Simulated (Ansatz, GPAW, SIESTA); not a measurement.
## Al: programs and potentials compared

```
Al
1.0
    -1.59122    1.59122    1.59122
     1.59122   -1.59122    1.59122
     1.59122    1.59122   -1.59122
Al
1
Direct
  0.00000 0.00000 0.00000
```

This isn't the form of Al at room conditions, which is fcc.

Alike in all runs: task band structure; functional PBEsol; k mesh 12 × 12 × 12; occupations fermi-dirac, width 0.05 eV; no spin polarisation; no spin-orbit coupling. Pressure is positive in compression and, in plane waves, holds the error of the finite cutoff, which Ansatz's Pulay term estimates and takes out.

```csv
program and potentials,plane-wave cutoff (eV),notes,pressure (GPa)
"GPAW, PAW data sets generated for this functional",600,-,?
"SIESTA, files PseudoDojo sr-pbesol-0.4.1-standard, DZP (energy shift 0.003 Ry)",-,atomic basis,2.59
"Ansatz, PAW datasets made for the crystal",140,-,2.26
"Ansatz, all-electron LAPW, scalar-relativistic",-,-,2.26
```

Q: Estimate from the other rows what the run with GPAW, PAW data sets generated for this functional gave.

A: Pressure 2.44 GPa. The other rows, which needn't bracket it: pressure 2.26 to 2.59.
